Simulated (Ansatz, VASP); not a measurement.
## Two plane-wave programs on B2P3

```
B P
1.0
     3.73816    0.00000    0.00000
    -1.86908    3.23735    0.00000
     0.00000    0.00000    6.01352
B P
2 3
Direct
  0.33333 0.66667 0.83308
  0.66667 0.33333 0.83308
  0.33333 0.66667 0.37437
  0.66667 0.33333 0.37437
  0.00000 0.00000 0.63522
```

Alike in both runs: task single point; functional PBE; k mesh 6 × 6 × 4; occupations gaussian, width 0.1 eV; no spin polarisation.

|  | VASP | Ansatz |
| --- | --- | --- |
| version | VASP 6.6.1 | Ansatz 0.2.0 |
| potentials or method | VASP PAW PBE potentials, release 64 (B, P) | scalar-relativistic, plane waves, PAW |
| plane-wave cutoff (eV) | 520 | 420 |
| valence electrons in the cell | 21 | 21 |

|  | VASP | Ansatz | Ansatz less VASP |
| --- | --- | --- | --- |
| gap on the k mesh at the Fermi level (eV) | none | none | - |
| pressure (GPa) | -6.0 | -5.8 | +0.24 |
| largest component of the traceless stress (GPa) | 1.35 | 1.21 | -0.135 |
| rms of the force components (eV/Å) | 0.163 | 0.166 | +0.0032 |

Atom by atom the forces differ by 0.004 eV/Å (rms over components). A gap of «none» marks a metal or a gap that the smearing closes. The functional is the same, so the differences come from potentials, cutoffs and numerics.

Caveats: this functional lacks dispersion, which binds the layers, so the pressure and a relaxed spacing across them are unreliable.
